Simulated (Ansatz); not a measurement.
Relaxed BeO (wurtzite):

```
CELL_PARAMETERS angstrom
      2.71181     0.00000     0.00000
     -1.35591     2.34850     0.00000
      0.00000     0.00000     4.40456
ATOMIC_POSITIONS crystal
  Be 0.66667 0.33333 0.00149
  Be 0.33333 0.66667 0.50149
  O  0.66667 0.33333 0.62371
  O  0.33333 0.66667 0.12371
```

In each cell atom 3 (O, nearest neighbour Be at 1.656 Å; its periodic images, 2.7 Å or more away, move with it) moves by s·(0.000, -0.946, -0.325) (towards the nearest neighbour), the rest being held.

Calculation: PBE (plane waves to 420 eV, PAW, scalar-relativistic; Ansatz, a first-principles code). k mesh 11×11×6 (Γ-centred), Fermi-Dirac smearing 0.05 eV. The energy includes the smearing's −TS. Left out: 1 of 11 points, with atoms too close for the PAW data. BeO was relaxed with its symmetry unable to fall. ΔE is measured from the undisplaced structure.

```tsv
s (Å)	ΔE (meV/cell)
-0.500	740
-0.400	withheld
-0.300	356
-0.200	184
-0.100	53
0.000	0
0.100	73
0.200	342
0.300	919
0.400	1977
```

Task: Fit a polynomial form (powers 2, 3, 4) to the given rows and predict ΔE at s = -0.400.

Result: Least squares on the 9 given rows: ΔE = (6304)·s² + (11250)·s³ + (9185)·s⁴, in meV/cell with s in Å; root-mean-square residual 12.9 meV/cell. At -0.400 the fit gives 524 meV/cell; the calculation gives 547 meV/cell, so the interpolation is off by -23 (-4.2 %). The quadratic term alone would give 1009 meV/cell.

(For displaced atoms, the force is minus the slope of the energy, and its curvature is a force constant, which sets phonon frequencies.)
